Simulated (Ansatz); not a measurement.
# O in Ansatz, relaxation

Launch command:

```bash
ansatz run input.yaml --threads 2 --pin off --max-ram 2560MiB --backend cpu --events-out ev --progress --plain --runs-dir out
```

input.yaml:

```yaml
crystal:
  lattice:
    - [-1.267164, 1.267164, 1.267164]
    - [1.267164, -1.267164, 1.267164]
    - [1.267164, 1.267164, -1.267164]
  atoms:
    - { symbol: O, position: [0.0, 0.0, 0.0] }
  symmetry: { tolerance: 0.0003 }
kpoints:
  mp_grid: { grid: [18, 18, 18], shift: [0, 0, 0] }
magnetization:
  spin_polarized: false
scf:
  occupations: { method: fermi_dirac }
  lower_state_search: "off"
hamiltonian:
  pseudopotentials: { kind: paw }
  xc: pbe
basis:
  ecutwfc: 420
  fft_grid_basis: typed
relax:
  max_steps: 80
  cell: { p_target: 5.0 }
  f_tol: 0.03
output:
  forces: true
  stress: true
  eigenvalues: true
  bader: true
  populations: true
  elf: true
  write_potential: true
  volumetric_format: npy
  dos:
    e_range: [-12, 8]
    de: 0.05
    projected: { site_lists: { O: [O] } }
  write_density: true
checkpoint:
  read: saved_state
```

Origin of the cell: a known structure type with other elements, at an estimated volume, so it need not be a known compound.

The smearing width isn't typed, so it takes its default of 0.1 eV.

The saved state is a converged single point of the same cell.

Steps («new basis» is an SCF on plane waves selected anew at the same cell):

| step | ΔH (meV/atom) | max force component (eV/Å) | P (GPa) | volume (Å³) | SCF iterations | step was |
| --- | --- | --- | --- | --- | --- | --- |
| 1 | 0.0 | 0.000 | -5.83 | 8.14 | 3 | accepted |
| 2 | -22.5 | 0.000 | 2.37 | 7.72 | 4 | accepted |
| 3 | -24.8 | 0.000 | 5.26 | 7.59 | 4 | accepted |
| 4 | -24.6 | 0.000 | 4.99 | 7.60 | 2 | accepted |
| 5 | -20.9 | 0.000 | 3.98 | 7.60 | 5 | new basis |
| 6 | -21.4 | 0.000 | 5.01 | 7.56 | 3 | accepted |
| 7 | -21.0 | 0.000 | 4.95 | 7.56 | 4 | new basis |
| 8 | -21.0 | 0.000 | 5.00 | 7.56 | 2 | accepted |
| 9 | -21.0 | 0.000 | 5.00 | 7.56 | 3 | new basis |

Before:

Space group Im-3m (No. 229); the run's cell has a = 2.195 Å, b = 2.195 Å, c = 2.195 Å, α = 109.47°, β = 109.47°, γ = 109.47°. Shortest distances: O–O 2.19 Å.

The relaxed structure.

Space group Im-3m (No. 229); the run's cell has a = 2.141 Å, b = 2.141 Å, c = 2.141 Å, α = 109.47°, β = 109.47°, γ = 109.47°. Shortest distances: O–O 2.14 Å.

```yaml
crystal:
  lattice:
    - [-1.23627, 1.23627, 1.23627]
    - [1.23627, -1.23627, 1.23627]
    - [1.23627, 1.23627, -1.23627]
  atoms:
    - { symbol: O, position: [0.00000, 0.00000, 0.00000] }
```

- Enthalpy lowered by: 21.0 meV/atom
- Volume change: -7.14 %
- Final pressure: 5.00 GPa
- Relaxation steps listed: 9

Caveats: no spin, though holes on the anions or broken bonds may carry moments; the relaxation held the start's symmetry, so the end may be a saddle point.

The run took 11 s on 2 threads of Arm Neoverse N1, with other jobs on the host, peak memory 0.29 GiB, from a saved density.
